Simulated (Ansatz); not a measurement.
**Worked sum: formation energy of Ti3SiC2 (P6₃/mmc) from the elements**

Consider the formation energy of Ti3SiC2 (P6₃/mmc) from the elements. Reaction: 2 C (graphite) + Si (diamond) + 3 Ti (hcp) → Ti3SiC2 (P6₃/mmc). The sign is products less reactants. The value is per atom of the solid.

Ti3SiC2 (P6₃/mmc), 12 atoms in the cell; spin state with PBE: run without spin. Conventional cell: a = b = 3.0367 Å, c = 17.5343 Å, α = β = 90.00°, γ = 120.00°.

Setting: static, neutral cells in Ansatz (PAW) whose structures rest at the PBE+D3(BJ) level. Ansatz (a quantum-chemistry and plane-wave program) runs with its PAW set soft_1. Space groups of crystals are read within 0.01 Å.

Total energies of the cells in eV, at zero smearing width. They compare only within one column; the weights balance every element.

```json
[
 {"cell": "Ti3SiC2 (P6₃/mmc)", "atoms": "12", "weight": "+1", "PBE+D3(BJ)": "-17289.17961"},
 {"cell": "C (graphite)", "atoms": "4", "weight": "−1", "PBE+D3(BJ)": "-1004.33948"},
 {"cell": "Si (diamond)", "atoms": "2", "weight": "−1", "PBE+D3(BJ)": "-1272.24642"},
 {"cell": "Ti (hcp)", "atoms": "2", "weight": "−3", "PBE+D3(BJ)": "-5000.57072"}
]
```

PBE+D3(BJ): (-17289.17961) − (-1004.33948) − (-1272.24642) − 3 × (-5000.57072) = -10.882 eV; dividing by 12 atoms gives -0.91 eV/atom.

What follows from the PBE+D3(BJ) value: A formula unit of Ti3SiC2 has 6 atoms, so it forms with -0.9068 × 6 = -5.441 eV, or -525.0 kJ/mol at 96.485 kJ/mol per eV.
